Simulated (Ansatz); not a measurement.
The cell below belongs to a search over invented structures; it isn't taken from experiment.

Input and command of a plane-wave DFT calculation in Ansatz:

```yaml
crystal:
  lattice:
    - [2.9741705, 0.0, 0.0]
    - [-1.48708525, 2.57570721, 0.0]
    - [0.0, 0.0, 14.57040029]
  atoms:
    - { symbol: Si, position: [0.0, 0.0, 0.5] }
    - { symbol: Ge, position: [0.33333333, 0.66666667, 0.83333333] }
    - { symbol: Ge, position: [0.66666667, 0.33333333, 0.66666667] }
    - { symbol: Ge, position: [0.33333333, 0.66666667, 0.33333333] }
    - { symbol: Ge, position: [0.66666667, 0.33333333, 0.16666667] }
    - { symbol: Ge, position: [0.0, 0.0, 0.0] }
basis:
  ecutwfc: 420
kpoints:
  mp_grid: { grid: [12, 12, 4] }
hamiltonian:
  xc: pbe
scf:
  occupations: { method: gaussian, width: 0.1 }
output:
  forces: true
  stress: true
  eigenvalues: true
  write_density: true
  write_potential: true
  elf: true
  volumetric_format: npy
relax:
  adjacent_minimum: "off"
  f_tol: 0.01
  max_steps: 80
  cell: { stress_tol: 0.05 }
```

```bash
ansatz run input.yaml --threads 1 --pin off --max-ram 2560MiB --backend cpu --events-out ev --progress --plain --runs-dir out
```

Processor: Intel(R) Xeon(R) 6975P-C (Granite Rapids), 1 thread, on a host shared with other jobs.

Task: Estimate time, memory and problem size.

Result: About 77 s, peak memory 0.6 GiB. It solves 45 bands at 69 k points (after reduction by symmetry) with about 2207 plane waves (on the last cell), in 42 SCF iterations over 7 ionic steps.
